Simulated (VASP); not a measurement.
## GaSb: single point with PBE

**Experimental background.**

From a printed reference work, data compilation, for a bulk crystal of GaSb at 4.2 K: band gap 0.811 eV (direct).

Crystal: GaSb.

```
Ga Sb
1.0
     0.00000    3.08136    3.08136
     3.08136    0.00000    3.08136
     3.08136    3.08136    0.00000
Ga Sb
1 1
Direct
  0.00000 0.00000 0.00000
  0.75000 0.75000 0.75000
```

```
Program             : VASP 6.6.1
Task                : single point
Functional          : PBE
Potentials or basis : VASP PAW PBE potentials, release 64 (Ga_d, Sb)
Cutoff              : 520 eV
k mesh              : 10 × 10 × 10
Occupations         : gaussian, width 0.05 eV
Spin                : no spin polarisation
```

The pressure is 1.2 GPa and the band gap on the k mesh is zero (filled and empty bands touch).

Levels at points of the mesh, in eV from the Fermi level:
| k point | band 5 | band 6 | band 7 | band 8 | band 9 | band 10 | band 11 | band 12 | band 13 | band 14 |
| --- | --- | --- | --- | --- | --- | --- | --- | --- | --- | --- |
| (0.00, 0.00, 0.00) | -14.96 | -11.34 | -0.13 | -0.02 | -0.02 | -0.02 | 2.77 | 2.77 | 2.77 | 5.77 |
| (0.50, 0.00, 0.00) | -14.96 | -9.77 | -6.27 | -1.13 | -1.13 | 0.34 | 3.73 | 3.73 | 6.47 | 9.21 |
| (0.50, 0.50, 0.00) | -14.96 | -8.98 | -6.73 | -2.51 | -2.51 | 0.91 | 1.28 | 8.53 | 8.53 | 9.86 |

Wall time 50 s on 1 thread of AMD EPYC 7R43 64-Core Processor (Zen 3), on a shared host, peak memory 0.16 GiB.

Measured gap of GaSb: 0.811 eV (direct; 4.2 K; a printed reference work, data compilation). This calculation gives 0.00 eV (-0.81 eV). Spin-orbit coupling on Ga, Sb is left out. The value is that of PBE on a finite k mesh, which can miss the band edges, without temperature or zero-point motion. Semilocal functionals fall short of measured gaps as a rule.

Caveat: spin-orbit coupling is left out, which moves the levels of the heavy elements.
